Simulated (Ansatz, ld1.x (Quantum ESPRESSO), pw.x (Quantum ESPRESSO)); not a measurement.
# Hf: one change to the ultrasoft potential, in the atom and in the diamond crystal

- Element: Hf
- Generator: ld1.x (Quantum ESPRESSO) 7.5
- Type: ultrasoft
- Functional: PBE
- Relativity: scalar-relativistic
- Frozen core: [Kr] 4d10 4f14
- Valence charge: 12
- Reference configuration: 5s2 5p6 5d2 6s2 6p0
- Partial waves: 5s (bound): rcut 1.45, rcutus 1.75 bohr; 6s (bound): rcut 1.45, rcutus 1.75 bohr; 5p (bound): rcut 1.95, rcutus 2.70 bohr; 6p (bound, empty): rcut 1.95, rcutus 2.70 bohr; 5d (bound): rcut 2.40, rcutus 2.95 bohr; 5d channel at 1 Ry: rcut 2.40, rcutus 2.95 bohr
- Local potential: all-electron potential smoothed inside 2.80 bohr (lloc = -1)
- Core correction: Bessel-smoothed model core inside 1.35 bohr
- Augmentation charge: PSQ, inside the norm-conserving radii

Change: core correction Bessel-smoothed model core inside 0.84 bohr.

Cutoffs, loose and tight: the cutoffs (Ry, on a coarse ladder) from which the occupation-weighted sum of valence levels, in a spherical-Bessel basis at the reference potential, stays within 10 and 1 mRy of its value at 400 Ry. They do not see the model core or the augmentation charge, which bear on the density cutoff. Test errors are all-electron minus pseudo excitation energies from the reference, over the configurations 5s2 5p6 5d2 6s1 6p0; 5s2 5p6 5d2 6s0 6p0; 5s2 5p6 5d1 6s0 6p0; 5s2 5p6 5d1 6s2 6p0; 5s2 5p6 5d2 6s1.5 6p0; 5s2 5p6 5d2 6s0 6p1; 5s2 5p6 5d3 6s0 6p0; variants that change the core or the reference have their own tests.

Crystal test: diamond Hf in pw.x 7.5, no spin, 8³ k-points, Fermi–Dirac smearing 0.01 Ry, cutoffs set for each file from its atomic test. The reference is all-electron LAPW (Ansatz 0.2.0) with the same functional, mesh and smearing; V0 and B0 come from Birch–Murnaghan fits to the pressures at five volumes. Errors are pseudo minus all-electron; Δ is the rms difference of the E(V) curves that follow from these fits, minima aligned, over ±6 % about the mean V0. Mesh and smearing are coarse, so the numbers serve the comparison and aren't converged zero-temperature values; the lattice is a test structure that the element need not adopt.

All-electron: a0 = 6.558 Å (V0 = 35.25 Å³/atom), B0 = 29.4 GPa.

Problem. Does the change bring the crystal closer to the all-electron result?

Solution. The mean pressure error goes from +3.15 to +3.55 GPa, so the change moves the solid further from the all-electron pressures. Neither pressure curve crosses zero within the volumes sampled, so no fits are given.

```tsv
quantity	base	changed
outcome (atom)	generated	generated
cutoff, loose (atom)	21 Ry	21 Ry
cutoff, tight (atom)	35 Ry	35 Ry
bound ghosts (atom)	none	none
largest test error (meV) (atom)	-27 over the solved tests; test run stopped at test 3 of 7 (negative rho)	-31 over the solved tests; test run stopped at test 3 of 7 (negative rho)
cutoffs in pw.x (Ry)	45/360	45/360
mean pressure error (GPa)	+3.15	+3.55
```

Base: The largest radius (2.95 bohr) exceeds half the bond length (2.68 bohr), so the spheres overlap, which is one possible source of error among others. This is a poor potential for the solid. Atomic configuration tests: test run stopped at test 3 of 7 (negative rho). Changed file: The largest radius (2.95 bohr) exceeds half the bond length (2.68 bohr), so the spheres overlap, which is one possible source of error among others. This is a poor potential for the solid. Atomic configuration tests: test run stopped at test 3 of 7 (negative rho). The atomic cutoffs weigh occupied waves only.
